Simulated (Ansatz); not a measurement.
# MoP in Ansatz: the effect of functional

The system is MoP.

```xyz
2
Lattice="3.2230 0.0000 0.0000 -1.6115 2.7912 0.0000 0.0000 0.0000 3.1910" Properties=species:S:1:pos:R:3 pbc="T T T"
Mo    0.0000    0.0000    0.0000
P     0.0000    1.8608    1.5955
```

Alike in all runs:

```yaml
Program: Ansatz 0.2.0
Task: band structure
Potentials_or_basis: Ansatz PAW
k_mesh: 10 × 10 × 8
Occupations: fermi-dirac, width 0.05 eV
Spin: no spin polarisation
```

```csv
functional,cutoff,pressure (GPa)
LDA,420 eV (not typed: the program's choice for these potentials),-7.4
PBEsol,420 eV (not typed: the program's choice for these potentials),-3.8
RPBE,420 eV (not typed: the program's choice for these potentials),5.5
revPBE,420 eV (not typed: the program's choice for these potentials),?
BLYP,420 eV (not typed: the program's choice for these potentials),13.4
r2SCAN,500 eV (not typed: the program's choice for these potentials),0.7
```

Problem. What does the run with functional revPBE give?

Solution. Pressure 4.7 GPa.

Caveats: the PAW data sets come from PBE, with cores solved anew for the run's functional, which leaves a small shift of forces and pressure.

Runs at the PBE level aren't shown here.
